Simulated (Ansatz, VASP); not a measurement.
## NaF in VASP and in Ansatz

```
Na F
1.0
     0.00000    2.29717    2.29717
     2.26662    0.00000    2.29717
     2.26662    2.29717    0.00000
Na F
1 1
Direct
  0.00000 0.00000 0.00000
  0.50000 0.50000 0.50000
```

Change from the starting cell: uniaxial_x strain -1.3%.

Alike in both runs: task single point; functional PBE; k mesh 10 × 10 × 10; occupations fermi-dirac, width 0.02 eV; no spin polarisation.

```csv
,VASP,Ansatz
version,VASP 6.6.1,Ansatz 0.2.0
potentials or method,"VASP PAW PBE potentials, release 64 (Na_pv, F)","plane waves, PAW"
plane-wave cutoff (eV),520,420
valence electrons in the cell,14,16
```

VASP gave:

```
gap on the k mesh at the Fermi level (eV)       : 6.52
pressure (GPa)                                  : 4.4
largest component of the traceless stress (GPa) : 1.00
```

Problem. Estimate Ansatz's values.

Solution. gap on the k mesh at the Fermi level (eV): 6.53; pressure (GPa): 4.5; largest component of the traceless stress (GPa): 0.97.

The two sets of potentials don't hold the same shells in valence.

A k mesh can miss the band edges.
